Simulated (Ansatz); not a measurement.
**SrO: the cell at several levels of theory**

Cell and atoms of zincblende SrO are relaxed in turn with PBE, r2SCAN, PBEsol, LDA and HSE06. This is a trial cell built on a prototype, not taken from a measured structure, and it needn't be the compound's ground state.

Code: Ansatz 0.2.0. PAW datasets, plane waves, zero pressure. No spin polarisation. The prototype was imposed, so other structures may be more stable.

### 1 The structure to begin with

The symmetry is F-43m (No. 216, cubic); conventional cell a = 5.510 Å, 20.91 Å³ an atom. Near Sr stand 4 O at 2.39 Å; near O stand 4 Sr at 2.39 Å.

Coordinates:

```cif
data_structure
_symmetry_space_group_name_H-M 'F-43m'
_symmetry_Int_Tables_number 216
_cell_length_a 5.5100
_cell_length_b 5.5100
_cell_length_c 5.5100
_cell_angle_alpha 90.000
_cell_angle_beta 90.000
_cell_angle_gamma 90.000
_cell_volume 167.28
loop_
_atom_site_label
_atom_site_type_symbol
_atom_site_symmetry_multiplicity
_atom_site_Wyckoff_symbol
_atom_site_fract_x
_atom_site_fract_y
_atom_site_fract_z
_atom_site_occupancy
Sr1 Sr 4 a 0.00000 0.00000 0.00000 1
O1 O 4 d 0.25000 0.25000 0.75000 1
```

### 2 Relaxation with PBE

File input.yaml:

```yaml
crystal:
  lattice:
    - [0.0, 2.7550000145, 2.7550000145]
    - [2.7550000145, 0.0, 2.7550000145]
    - [2.7550000145, 2.7550000145, 0.0]
  atoms:
    - { symbol: Sr, position: [0.0, 0.0, 0.0] }
    - { symbol: O, position: [0.25, 0.25, 0.25] }
kpoints:
  mp_grid: { grid: [8, 8, 8] }
hamiltonian:
  xc: pbe
scf:
  occupations: { method: fermi_dirac, width: 0.02 }
relax:
  f_tol: 0.005
  cell: {}
```

Started as:

```
$ ansatz run input.yaml --threads 2 --pin off --max-ram 2211MiB --backend cpu --events-out ev --progress --plain --runs-dir out
```

After this run come: Relaxation with r2SCAN; PBEsol: cell and atoms; Relaxation with LDA; Relaxing with HSE06.

Before running it: what results should come out? Wanted: for each run, a; volume; space group; SCF geometries.

**Answer**, as computed:

```
 level  a (Å)  volume (Å³/atom)  space group  SCF geometries
   PBE  5.613            22.103        F-43m               7
r2SCAN  5.585            21.771        F-43m               4
PBEsol  5.539            21.238        F-43m               7
   LDA  5.475            20.517        F-43m               7
 HSE06  5.575            21.661        F-43m               4
```

What this shows: From the start to the first minimum the volume moved by +5.7 %. LDA gives the smallest cell and PBE the largest; they differ by 7.7 % in volume, a mean of 2.5 % in length. The meshes differ: PBE 8×8×8, r2SCAN 8×8×8, PBEsol 8×8×8, LDA 8×8×8, HSE06 6×6×6.
